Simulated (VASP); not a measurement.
# AlN, self-consistent run: which settings are enough?

AlN, P6_3mc (no. 186), 4 atoms in the cell. PBE; PAW potentials Al, N (PBE set). VASP 6.6.1.

Wanted: energy within 0.2 meV/atom; levels at the zone centre within 0.003 eV.

What the run is for: comparing ways to start; Accuracy asked: tight.

Levels at the zone centre: counted from the valence top at that point.

POSCAR:
```
AlN
1.0
    3.1130000000      0.0000000000      0.0000000000
   -1.5565000000      2.6959370820      0.0000000000
    0.0000000000      0.0000000000      4.9810000000
Al N
2 2
Direct
    0.6666666667      0.3333333333      0.5000000000
    0.3333333333      0.6666666667      0.0000000000
    0.6666666667      0.3333333333      0.8800000000
    0.3333333333      0.6666666667      0.3800000000
```

## How the run starts (with a second run first, the time holds both)

| How the run starts (with a second run first, the time holds both) | Energy less reference (meV/atom) | Levels at the zone centre, largest deviation (eV) | Time (s) |
|---|---|---|---|
| from scratch: 13 SCF iterations | 0.00 | 0.0000 | 17 |
| density of a coarse mesh (ICHARG 1): 13 + 9 SCF iterations | 0.00 | 0.0002 | 19 |
| orbitals of a lower cutoff (ISTART 1): 13 + 6 SCF iterations | 0.00 | 0.0001 | 21 |
| orbitals of a loose run: 10 + 4 SCF iterations | 0.00 | 0.0003 | 15 |

Chosen: orbitals of a loose run: 10 + 4 SCF iterations; it saves 2.5 s of 17, so from scratch: 13 SCF iterations would do nearly as well.

## All choices together

| Input | Energy less reference (meV/atom) | Levels at the zone centre, largest deviation (eV) | Time (s) |
|---|---|---|---|
| chosen settings | 0.00 | 0.0003 | 15 |
| reference settings throughout | 0.00 | 0.0000 | 17 |

The tolerance is met.

Values of the reference run: Levels at the zone centre: -0.1795, 0, 4.224 eV from the valence top at Gamma.

## The input

INCAR.step1:
```
  ALGO = Normal
  EDIFF = 0.001
  EFERMI = MIDGAP
  ENCUT = 520
  GGA = PE
  GGA_COMPAT = F
  ISIF = 2
  ISMEAR = 0
  LASPH = T
  LCHARG = T
  LREAL = F
  LWAVE = T
  NELM = 120
  PREC = Normal
  SIGMA = 0.03
```

INCAR.step2, as INCAR.step1 but for:
```
- EDIFF = 0.001
- LCHARG = T
- LWAVE = T
- PREC = Normal
+ EDIFF = 1E-6
+ ISTART = 1
+ LCHARG = F
+ LWAVE = F
+ PREC = Accurate
```

KPOINTS:
```
k-points
0
Gamma
  9 9 5
```

Commands (each step's output is kept before the next begins):
```
cat potpaw_PBE.64/Al/POTCAR potpaw_PBE.64/N/POTCAR > POTCAR
cp INCAR.step1 INCAR
mpirun -np 1 vasp_std > vasp.out
cp INCAR.step2 INCAR
mpirun -np 1 vasp_std > vasp.out
```

The chosen input took VASP 6.6.1 15 s on 1 core (Intel Xeon Platinum 8375C @ 2.90GHz (Ice Lake)), a shared host.

## An input that fails: restart asked without its files

VASP's message: ERROR: charge density could not be read from file CHGCAR for ICHARG>10.

Changes against the starting input:
```
- NELM = 120
+ NELM = 60
+ ICHARG = 11
```
